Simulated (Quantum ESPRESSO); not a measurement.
# SiO2 (Cristobalite) (P4_12_12) in Quantum ESPRESSO: band structure with PBEsol

Aim: the band structure of SiO2 (Cristobalite) with PBEsol.

All numbers are computed with Quantum ESPRESSO 7.5; they aren't measurements. Logs are shortened: lines on timing, memory, paths and dates and some standing lists are left out, and cuts for length are marked.

## Step 1: The crystal as given

It takes space group P4_12_12 (No. 92, tetragonal). The conventional cell has a = 4.982 Å, b = 4.982 Å, c = 6.963 Å, α = 90.00°, β = 90.00°, γ = 90.00°. Si (site symmetry 2) has 4 O at 1.60 to 1.61 Å as nearest neighbours. O (site symmetry 1) is surrounded by 2 Si at 1.60 to 1.61 Å.

## Step 2: Band structure, PBEsol

Input file pw.in:

```
&CONTROL
  calculation = 'scf'
  prefix = 'pwscf'
  outdir = './tmp'
  pseudo_dir = './pseudo'
  tprnfor = .true.
  tstress = .true.
  disk_io = 'low'
/
&SYSTEM
  ibrav = 0
  celldm(1) = 8
  nat = 12
  ntyp = 2
  ecutwfc = 45
  ecutrho = 360
  nbnd = 43
  occupations = 'smearing'
  smearing = 'fd'
  degauss = 0.00367493
/
&ELECTRONS
  conv_thr = 2.4d-09
  electron_maxstep = 120
  mixing_beta = 0.5
/
ATOMIC_SPECIES
Si    28.0850 si_pbesol_v1.uspp.F.UPF
O     15.9990 o_pbesol_v1.2.uspp.F.UPF
CELL_PARAMETERS alat
  1.1768269441107   0.0000000000000   0.0000000000000
  0.0000000000000   1.1768269441107   0.0000000000000
  0.0000000000000   0.0000000000000   1.6447703757212
ATOMIC_POSITIONS crystal
Si     0.7989700000    0.2010300000    0.7500000000
Si     0.7010300000    0.7010300000    0.5000000000
Si     0.2010300000    0.7989700000    0.2500000000
Si     0.2989700000    0.2989700000    0.0000000000
O      0.1034700000    0.2398900000    0.8218700000
O      0.2601100000    0.6034700000    0.0718700000
O      0.8965300000    0.7601100000    0.3218700000
O      0.7398900000    0.3965300000    0.5718700000
O      0.6034700000    0.2601100000    0.9281300000
O      0.7601100000    0.8965300000    0.6781300000
O      0.3965300000    0.7398900000    0.4281300000
O      0.2398900000    0.1034700000    0.1781300000
K_POINTS automatic
6 6 4 0 0 0
```

Input file bands.in:

```
&CONTROL
  calculation = 'bands'
  prefix = 'pwscf'
  outdir = './tmp'
  pseudo_dir = './pseudo'
  disk_io = 'low'
  verbosity = 'high'
/
&SYSTEM
  ibrav = 0
  celldm(1) = 8
  nat = 12
  ntyp = 2
  ecutwfc = 45
  ecutrho = 360
  nbnd = 43
  occupations = 'smearing'
  smearing = 'fd'
  degauss = 0.00367493
/
&ELECTRONS
  conv_thr = 1d-08
  electron_maxstep = 120
  mixing_beta = 0.5
  diago_full_acc = .true.
  startingwfc = 'random'
/
ATOMIC_SPECIES
Si    28.0850 si_pbesol_v1.uspp.F.UPF
O     15.9990 o_pbesol_v1.2.uspp.F.UPF
CELL_PARAMETERS alat
  1.1768269441107   0.0000000000000   0.0000000000000
  0.0000000000000   1.1768269441107   0.0000000000000
  0.0000000000000   0.0000000000000   1.6447703757212
ATOMIC_POSITIONS crystal
Si     0.7989700000    0.2010300000    0.7500000000
Si     0.7010300000    0.7010300000    0.5000000000
Si     0.2010300000    0.7989700000    0.2500000000
Si     0.2989700000    0.2989700000    0.0000000000
O      0.1034700000    0.2398900000    0.8218700000
O      0.2601100000    0.6034700000    0.0718700000
O      0.8965300000    0.7601100000    0.3218700000
O      0.7398900000    0.3965300000    0.5718700000
O      0.6034700000    0.2601100000    0.9281300000
O      0.7601100000    0.8965300000    0.6781300000
O      0.3965300000    0.7398900000    0.4281300000
O      0.2398900000    0.1034700000    0.1781300000
K_POINTS crystal
60
 0.0000000000  0.0000000000  0.0000000000 1
 0.0000000000  0.0833333333  0.0000000000 1
 0.0000000000  0.1666666667  0.0000000000 1
 0.0000000000  0.2500000000  0.0000000000 1
 0.0000000000  0.3333333333  0.0000000000 1
 0.0000000000  0.4166666667  0.0000000000 1
 0.0000000000  0.5000000000  0.0000000000 1
 0.0833333333  0.5000000000  0.0000000000 1
 0.1666666667  0.5000000000  0.0000000000 1
 0.2500000000  0.5000000000  0.0000000000 1
 0.3333333333  0.5000000000  0.0000000000 1
 0.4166666667  0.5000000000  0.0000000000 1
 0.5000000000  0.5000000000  0.0000000000 1
 0.4444444444  0.4444444444  0.0000000000 1
 0.3888888889  0.3888888889  0.0000000000 1
 0.3333333333  0.3333333333  0.0000000000 1
 0.2777777778  0.2777777778  0.0000000000 1
 0.2222222222  0.2222222222  0.0000000000 1
 0.1666666667  0.1666666667  0.0000000000 1
 0.1111111111  0.1111111111  0.0000000000 1
 0.0555555556  0.0555555556  0.0000000000 1
 0.0000000000  0.0000000000  0.0000000000 1
 0.0000000000  0.0000000000  0.1250000000 1
 0.0000000000  0.0000000000  0.2500000000 1
 0.0000000000  0.0000000000  0.3750000000 1
 0.0000000000  0.0000000000  0.5000000000 1
 0.0000000000  0.0833333333  0.5000000000 1
 0.0000000000  0.1666666667  0.5000000000 1
 0.0000000000  0.2500000000  0.5000000000 1
 0.0000000000  0.3333333333  0.5000000000 1
 0.0000000000  0.4166666667  0.5000000000 1
 0.0000000000  0.5000000000  0.5000000000 1
 0.0714285714  0.5000000000  0.5000000000 1
 0.1428571429  0.5000000000  0.5000000000 1
 0.2142857143  0.5000000000  0.5000000000 1
 0.2857142857  0.5000000000  0.5000000000 1
 0.3571428571  0.5000000000  0.5000000000 1
 0.4285714286  0.5000000000  0.5000000000 1
 0.5000000000  0.5000000000  0.5000000000 1
 0.4500000000  0.4500000000  0.5000000000 1
 0.4000000000  0.4000000000  0.5000000000 1
 0.3500000000  0.3500000000  0.5000000000 1
 0.3000000000  0.3000000000  0.5000000000 1
 0.2500000000  0.2500000000  0.5000000000 1
 0.2000000000  0.2000000000  0.5000000000 1
 0.1500000000  0.1500000000  0.5000000000 1
 0.1000000000  0.1000000000  0.5000000000 1
 0.0500000000  0.0500000000  0.5000000000 1
 0.0000000000  0.0000000000  0.5000000000 1
 0.0000000000  0.5000000000  0.0000000000 1
 0.0000000000  0.5000000000  0.1250000000 1
 0.0000000000  0.5000000000  0.2500000000 1
 0.0000000000  0.5000000000  0.3750000000 1
 0.0000000000  0.5000000000  0.5000000000 1
 0.5000000000  0.5000000000  0.0000000000 1
 0.5000000000  0.5000000000  0.1000000000 1
 0.5000000000  0.5000000000  0.2000000000 1
 0.5000000000  0.5000000000  0.3000000000 1
 0.5000000000  0.5000000000  0.4000000000 1
 0.5000000000  0.5000000000  0.5000000000 1
```

Potentials or basis: GBRV 1.5 PBEsol.

On the command line:

```console
$ OMP_NUM_THREADS=1 mpirun -n 2 pw.x -nk 2 -in pw.in > pw.out
$ OMP_NUM_THREADS=1 mpirun -n 2 pw.x -nk 2 -in bands.in > bands.out
```

pw.out:

```text
This program is part of the open-source Quantum ESPRESSO suite
     for quantum simulation of materials; please cite
[... 13 lines left out ...]
     --------------------
     sticks:   dense  smooth     PW     G-vecs:    dense   smooth      PW
     Sum        2545    1273    373               134575    47465    7475

     Using Slab Decomposition

     bravais-lattice index     =            0
     lattice parameter (alat)  =       8.0000  a.u.
     unit-cell volume          =    1166.2736 (a.u.)^3
     number of atoms/cell      =           12
     number of atomic types    =            2
     number of electrons       =        64.00
     number of Kohn-Sham states=           43
     kinetic-energy cutoff     =      45.0000  Ry
     charge density cutoff     =     360.0000  Ry
     scf convergence threshold =      2.4E-09
     mixing beta               =       0.5000
     number of iterations used =            8  plain     mixing
     Exchange-correlation= SLA  PW   PSX  PSC
                           (   1   4  10   8   0   0   0)

     celldm(1)=   8.000000  celldm(2)=   0.000000  celldm(3)=   0.000000
     celldm(4)=   0.000000  celldm(5)=   0.000000  celldm(6)=   0.000000

     crystal axes: (cart. coord. in units of alat)
               a(1) = (   1.176827   0.000000   0.000000 )
               a(2) = (   0.000000   1.176827   0.000000 )
               a(3) = (   0.000000   0.000000   1.644770 )

     reciprocal axes: (cart. coord. in units 2 pi/alat)
               b(1) = (  0.849743  0.000000  0.000000 )
               b(2) = (  0.000000  0.849743  0.000000 )
               b(3) = (  0.000000  0.000000  0.607988 )

     PseudoPot. # 1 for Si read from file:
     si_pbesol_v1.uspp.F.UPF
     Pseudo is Ultrasoft + core correction, Zval =  4.0
     Generated by new atomic code, or converted to UPF format
     Using radial grid of  899 points,  6 beta functions with:
                l(1) =   0
                l(2) =   0
                l(3) =   1
                l(4) =   1
                l(5) =   2
                l(6) =   2
     Q(r) pseudized with  8 coefficients,  rinner =    0.900   0.900   0.900
                                                       0.900   0.900

     PseudoPot. # 2 for O  read from file:
     o_pbesol_v1.2.uspp.F.UPF
     Pseudo is Ultrasoft + core correction, Zval =  6.0
     Generated by new atomic code, or converted to UPF format
     Using radial grid of  737 points,  5 beta functions with:
                l(1) =   0
                l(2) =   0
                l(3) =   1
                l(4) =   1
                l(5) =   2
     Q(r) pseudized with  8 coefficients,  rinner =    0.900   0.900   0.900
                                                       0.900   0.900

     atomic species   valence    mass     pseudopotential
     Si                4.00    28.08500     Si( 1.00)
     O                 6.00    15.99900     O ( 1.00)

      8 Sym. Ops. (no inversion) found ( 6 have fractional translation)

   Cartesian axes

     site n.     atom                  positions (alat units)
         1        Si     tau(   1) = (   0.9402494   0.2365775   1.2335778  )
         2        Si     tau(   2) = (   0.8249910   0.8249910   0.8223852  )
         3        Si     tau(   3) = (   0.2365775   0.9402494   0.4111926  )
         4        Si     tau(   4) = (   0.3518360   0.3518360   0.0000000  )
         5        O      tau(   5) = (   0.1217663   0.2823090   1.3517874  )
         6        O      tau(   6) = (   0.3061045   0.7101798   0.1182096  )
         7        O      tau(   7) = (   1.0550607   0.8945179   0.5294022  )
         8        O      tau(   8) = (   0.8707225   0.4666472   0.9405948  )
         9        O      tau(   9) = (   0.7101798   0.3061045   1.5265607  )
        10        O      tau(  10) = (   0.8945179   1.0550607   1.1153681  )
        11        O      tau(  11) = (   0.4666472   0.8707225   0.7041755  )
        12        O      tau(  12) = (   0.2823090   0.1217663   0.2929829  )

     number of k points=    30  Fermi-Dirac smearing, width (Ry)=  0.0037
                       cart. coord. in units 2pi/alat
        k(    1) = (   0.0000000   0.0000000   0.0000000), wk =   0.0138889
        k(    2) = (   0.0000000   0.0000000   0.1519969), wk =   0.0277778
        k(    3) = (   0.0000000   0.0000000  -0.3039938), wk =   0.0138889
        k(    4) = (   0.0000000   0.1416238   0.0000000), wk =   0.0555556
        k(    5) = (   0.0000000   0.1416238   0.1519969), wk =   0.1111111
        k(    6) = (   0.0000000   0.1416238  -0.3039938), wk =   0.0555556
[... 22 lines left out ...]
        k(   29) = (  -0.4248713  -0.4248713   0.1519969), wk =   0.0277778
        k(   30) = (  -0.4248713  -0.4248713  -0.3039938), wk =   0.0138889

     Dense  grid:   134575 G-vectors     FFT dimensions: (  60,  60,  80)

     Smooth grid:    47465 G-vectors     FFT dimensions: (  48,  48,  60)

     Check: negative core charge=   -0.000001

     Initial potential from superposition of free atoms

     starting charge      63.9974, renormalised to      64.0000
     Starting wfcs are   48 randomized atomic wfcs

     Self-consistent Calculation

     iteration #  1     ecut=    45.00 Ry     beta= 0.50
     Davidson diagonalization with overlap
     ethr =  1.00E-02,  avg # of iterations =  3.7

     total energy              =    -296.49704343 Ry
     estimated scf accuracy    <       3.07033240 Ry

     iteration #  2     ecut=    45.00 Ry     beta= 0.50
     Davidson diagonalization with overlap
     ethr =  4.80E-03,  avg # of iterations =  2.2
[... 50 lines left out ...]
     total energy              =    -297.40101286 Ry
     estimated scf accuracy    <          6.9E-09 Ry

     iteration # 10     ecut=    45.00 Ry     beta= 0.50
     Davidson diagonalization with overlap
     ethr =  1.08E-11,  avg # of iterations =  2.0

     End of self-consistent calculation

          k = 0.0000 0.0000 0.0000 (  5921 PWs)   bands (ev):

   -18.1578 -17.2394 -17.2394 -16.0399 -15.9881 -15.9846 -15.9706 -15.9706
    -8.3390  -6.1994  -6.1994  -4.6108  -4.4845  -4.4845  -3.9806  -3.8125
    -1.7618  -1.7396  -1.7396  -1.1795  -1.0941  -0.8212  -0.5941  -0.5487
    -0.5487  -0.0794  -0.0794   0.0514   0.5902   0.9826   0.9826   1.2522
     6.9850  10.0342  10.0342  10.4598  10.4598  10.8588  11.1502  12.3425
    12.4048  12.4050  12.6608

          k = 0.0000 0.0000 0.1520 (  5940 PWs)   bands (ev):
[... 226 lines left out ...]
   -17.4562 -17.4562 -16.9395 -16.9395 -16.0481 -16.0481 -16.0377 -16.0377
    -6.7395  -6.7395  -5.6804  -5.6804  -3.9674  -3.9674  -3.9069  -3.9069
    -1.9370  -1.9370  -1.4971  -1.4971  -1.2463  -1.2463  -0.7160  -0.7160
    -0.1702  -0.1702  -0.1081  -0.1081   0.3890   0.3890   0.8590   0.8590
    10.0098  10.0098  10.4451  10.4451  10.9270  10.9270  11.3344  11.3344
    11.3706  11.3707  12.1975

          k =-0.4249-0.4249 0.0000 (  5956 PWs)   bands (ev):

   -17.2093 -17.2093 -17.1954 -17.1954 -16.0546 -16.0546 -16.0463 -16.0463
    -6.2916  -6.2916  -6.1755  -6.1755  -3.8911  -3.8911  -3.7470  -3.7470
    -1.7895  -1.7895  -1.6242  -1.6242  -1.2833  -1.2833  -1.0808  -1.0808
    -0.1298  -0.1298  -0.0991  -0.0991   0.6473   0.6473   0.6940   0.6940
     9.9734   9.9734  10.1121  10.1121  11.0725  11.0725  11.4776  11.4776
    12.4021  12.4022  12.6201

          k =-0.4249-0.4249 0.1520 (  5912 PWs)   bands (ev):

   -17.2068 -17.2068 -17.1969 -17.1969 -16.0542 -16.0542 -16.0483 -16.0483
    -6.2663  -6.2663  -6.1832  -6.1832  -3.8918  -3.8918  -3.7889  -3.7889
    -1.7946  -1.7946  -1.7081  -1.7081  -1.1509  -1.1509  -1.0454  -1.0454
    -0.1343  -0.1343  -0.0947  -0.0947   0.6179   0.6179   0.6620   0.6620
    10.1423  10.1423  10.2816  10.2816  11.1299  11.1299  11.3469  11.3470
    11.7698  11.7698  12.1697

          k =-0.4249-0.4249-0.3040 (  5992 PWs)   bands (ev):

   -17.2014 -17.2014 -17.2014 -17.2014 -16.0520 -16.0520 -16.0520 -16.0520
    -6.2159  -6.2159  -6.2159  -6.2159  -3.8617  -3.8617  -3.8617  -3.8617
    -1.7816  -1.7816  -1.7816  -1.7816  -1.0265  -1.0265  -1.0265  -1.0265
    -0.1165  -0.1165  -0.1165  -0.1165   0.6088   0.6088   0.6088   0.6088
    10.4869  10.4869  10.4869  10.4869  11.0638  11.0638  11.0638  11.0639
    11.6272  11.6272  11.6272

     the Fermi energy is     5.3173 ev

!    total energy              =    -297.40101286 Ry
     estimated scf accuracy    <          2.1E-09 Ry
     smearing contrib. (-TS)   =      -0.00000000 Ry
     internal energy E=F+TS    =    -297.40101286 Ry

     The total energy is F=E-TS. E is the sum of the following terms:
     one-electron contribution =    -184.06955440 Ry
     hartree contribution      =     123.01363940 Ry
     xc contribution           =     -76.42458566 Ry
     ewald contribution        =    -159.92051220 Ry

     convergence has been achieved in  10 iterations

     Forces acting on atoms (cartesian axes, Ry/au):

     atom    1 type  1   force =     0.00365493   -0.00365493   -0.00000000
     atom    2 type  1   force =    -0.00365493   -0.00365493    0.00000000
     atom    3 type  1   force =    -0.00365493    0.00365493   -0.00000000
     atom    4 type  1   force =     0.00365493    0.00365493    0.00000000
     atom    5 type  2   force =     0.00164740   -0.00272616   -0.01239558
     atom    6 type  2   force =     0.00272616    0.00164740   -0.01239558
     atom    7 type  2   force =    -0.00164740    0.00272616   -0.01239558
     atom    8 type  2   force =    -0.00272616   -0.00164740   -0.01239558
     atom    9 type  2   force =     0.00164740    0.00272616    0.01239558
     atom   10 type  2   force =     0.00272616   -0.00164740    0.01239558
     atom   11 type  2   force =    -0.00164740   -0.00272616    0.01239558
     atom   12 type  2   force =    -0.00272616    0.00164740    0.01239558

     Total force =     0.037646     Total SCF correction =     0.000088

     Computing stress (Cartesian axis) and pressure

          total   stress  (Ry/bohr**3)                   (kbar)     P=       42.78
   0.00027543   0.00000000   0.00000000           40.52        0.00        0.00
   0.00000000   0.00027543   0.00000000            0.00       40.52        0.00
   0.00000000   0.00000000   0.00032150            0.00        0.00       47.29

=------------------------------------------------------------------------------=
   JOB DONE.
=------------------------------------------------------------------------------=
```

Run time: 3 min. Hardware: 2 MPI ranks of Intel Xeon 6975P-C (Granite Rapids), shared host; peak memory 0.76 GiB.

What came out:

| Quantity | Value |
| --- | --- |
| Free energy | -4046.3469 eV |
| Pressure | 4.3 GPa |
| Largest force | 0.329 eV/Å |
| Band gap on the k mesh | 5.73 eV, direct |
| Band gap along the path | 5.73 eV, direct |

Forces in eV/Å, atoms in the order of the input:
```
Si   0.094 -0.094  0.000
Si  -0.094 -0.094  0.000
Si  -0.094  0.094  0.000
Si   0.094  0.094  0.000
O    0.042 -0.070 -0.319
O    0.070  0.042 -0.319
O   -0.042  0.070 -0.319
O   -0.070 -0.042 -0.319
O    0.042  0.070  0.319
O    0.070 -0.042  0.319
O   -0.042 -0.070  0.319
O   -0.070  0.042  0.319
```

Levels at the corners of the path, in eV from the valence-band top:
```csv
point,band 30,band 31,band 32,band 33,band 34,band 35
Γ,-0.27,-0.27,0.00,5.73,8.78,8.78
X,-0.66,-0.47,-0.47,7.77,7.77,9.23
M,-0.60,-0.56,-0.56,8.72,8.72,8.86
Γ,-0.27,-0.27,0.00,5.73,8.78,8.78
Z,-0.51,-0.40,-0.40,6.96,6.96,9.38
R,-0.95,-0.17,-0.17,8.09,8.09,8.94
A,-0.64,-0.64,-0.64,9.23,9.23,9.23
Z,-0.51,-0.40,-0.40,6.96,6.96,9.38
X,-0.66,-0.47,-0.47,7.77,7.77,9.23
R,-0.95,-0.17,-0.17,8.09,8.09,8.94
M,-0.60,-0.56,-0.56,8.72,8.72,8.86
A,-0.64,-0.64,-0.64,9.23,9.23,9.23
```

Caveat: the cell was measured hot, at 340 K.
